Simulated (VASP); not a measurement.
Input of a VASP 6.6.1 run:

Contents of INCAR:

```
SYSTEM = CaO
ALGO     = Normal         ! electronic algorithm
EDIFF    = 1E-7           ! SCF threshold, eV
ENCUT    = 520            ! plane-wave cutoff, eV
ISIF     = 2              ! what is computed and relaxed
ISMEAR   = -1             ! smearing method
LASPH    = .TRUE.         ! aspherical terms in the spheres
LCHARG   = .TRUE.         ! write CHGCAR
LELF     = .TRUE.         ! ELF
LREAL    = .FALSE.        ! projectors in reciprocal space
LVHAR    = .TRUE.       
LWAVE    = .FALSE.        ! write WAVECAR
NELM     = 80             ! most SCF steps
PREC     = Accurate       ! precision mode
SIGMA    = 0.05           ! smearing width, eV
```

File KPOINTS:

```
k-points
0
G
  12 12 12
  0 0 0
```

POSCAR

```
CaO
1.0
    0.0000000000      2.4075000000      2.4075000000
    2.4075000000      0.0000000000      2.4075000000
    2.4075000000      2.4075000000      0.0000000000
Ca O
1 1
Direct
    0.0000000000      0.0000000000      0.0000000000
    0.5000000000      0.5000000000      0.5000000000
```

Potentials or basis: VASP PAW LDA potentials, release 64 (Ca_sv, O).

Launch:

```console
$ cat potpaw_LDA.64/Ca_sv/POTCAR potpaw_LDA.64/O/POTCAR > POTCAR
$ mpirun -np 1 vasp_std > vasp.out
```

Predict the pressure.

-6.8 GPa.

What does it give for the band gap on the k mesh?

3.46 eV, indirect (least direct gap 3.84 eV).

A k mesh can miss the band edges.
